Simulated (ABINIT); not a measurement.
The system is Ta.

```xyz
1
Lattice="-1.6513 1.6513 1.6513 1.6513 -1.6513 1.6513 1.6513 1.6513 -1.6513" Properties=species:S:1:pos:R:3 pbc="T T T"
Ta    0.0000    0.0000    0.0000
```

Base run:

| Item | Value |
| --- | --- |
| Program | ABINIT 10.8.3 (patched build) |
| Functional | LDA |
| Potentials or basis | PseudoDojo NC SR LDA v0.4.1 standard |
| Cutoff | 707 eV |
| k mesh | 8 × 8 × 8 |
| Occupations | fermi-dirac, width 0.05 eV |
| Spin | no spin polarisation |

Its results: band gap on the k mesh none (metal or under the smearing width); pressure -12.2 GPa.

Question: The run is repeated on the same cell with these changes: functional from LDA to PBE; potentials or basis from PseudoDojo NC SR LDA v0.4.1 standard to PseudoDojo NC SR PBE v0.4.1 standard. What comes out?

Answer: Band gap on the k mesh none (metal or under the smearing width); pressure 0.7 GPa.

Not every run made on this cell is shown here.
